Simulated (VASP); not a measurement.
Set up this calculation in VASP 6.6.1, as the native input.

```
Task                   : relaxation of cell and atoms
Functional             : PBE
Potentials or basis    : VASP PAW PBE potentials, release 64 (Mn_pv, O)
Cutoff                 : 600 eV
k mesh                 : 12 × 12 × 6
Occupations            : gaussian, width 0.03 eV
Spin                   : collinear spin, ferromagnetic start
Starting moments       : [4.0, 0.0, 0.0] μB
Further INCAR settings : ALGO = Normal; EDIFF = 1e-06; AMIX = 0.2; BMIX = 0.0001; IBRION = 2; EDIFFG = -0.01; NSW = 90; ISIF = 3
```

The structure of MnO2 lies in POSCAR:

```
MnO2
1.0
    2.8565781800      0.0000000000      0.0000000000
   -1.4282890900      2.4738692700      0.0000000000
    0.0000000000      0.0000000000      4.6013740600
Mn O
1 2
Direct
    0.0000000000      0.0000000000      0.5000000000
    0.6666666700      0.3333333300      0.2937074300
    0.3333333300      0.6666666700      0.7062925700
```

Measurements of this composition are mostly on another form, of space group No. 136.

These files were run (other wordings do the same):

INCAR

```
SYSTEM = MnO2
PREC = Accurate
ENCUT = 600
EDIFF = 1E-6
ISMEAR = 0
SIGMA = 0.03
LREAL = .FALSE.
LASPH = .TRUE.
NELM = 150
ALGO = Normal
ISIF = 3
LWAVE = .FALSE.
LCHARG = .FALSE.
ISPIN = 2
MAGMOM = 4 0 0
LORBIT = 11
LMAXMIX = 4
GGA = PE
IBRION = 2
NSW = 90
EDIFFG = -0.01
AMIX = 0.2
BMIX = 1E-4
AMIX_MAG = 0.8
BMIX_MAG = 1E-4
```

KPOINTS

```
regular mesh
0
G
  12 12 6
  0 0 0
```

Potentials or basis: VASP PAW PBE potentials, release 64 (Mn_pv, O).

Command:

```console
$ cat potpaw_PBE.64/Mn_pv/POTCAR potpaw_PBE.64/O/POTCAR > POTCAR
$ mpirun -np 1 vasp_std > vasp.out
```

Results of the run:

| Quantity | Value |
| --- | --- |
| Relaxed volume | 12.09 Å³/atom |
| Relaxed cell | a = 2.880 Å, b = 2.880 Å, c = 5.049 Å, α = 90.00°, β = 90.00°, γ = 120.00° |
| Space group after relaxing (to 0.05 Å) | P-3m1 (No. 164) |
| Energy gained by relaxing | 10.2 meV/atom |
| Ionic steps | 18 |
| Pressure after relaxing | 0.1 GPa |
| Largest force after relaxing | 0.010 eV/Å |
| Band gap on the k mesh | 0.97 eV, indirect (least direct gap 1.03 eV) |
| Net moment | 3.00 μB per cell |
| Site moments | Mn +2.86; O +0.03 μB |
| Valence electrons inside the program's atomic spheres | Mn 11.69; O 4.98 |

Caveat: a cell with one magnetic atom can't hold antiferromagnetic order, which such compounds often take.

It took 15 min on 1 thread of AMD EPYC 9R14 (Zen 4), with other jobs on the host, peak memory 0.23 GiB.
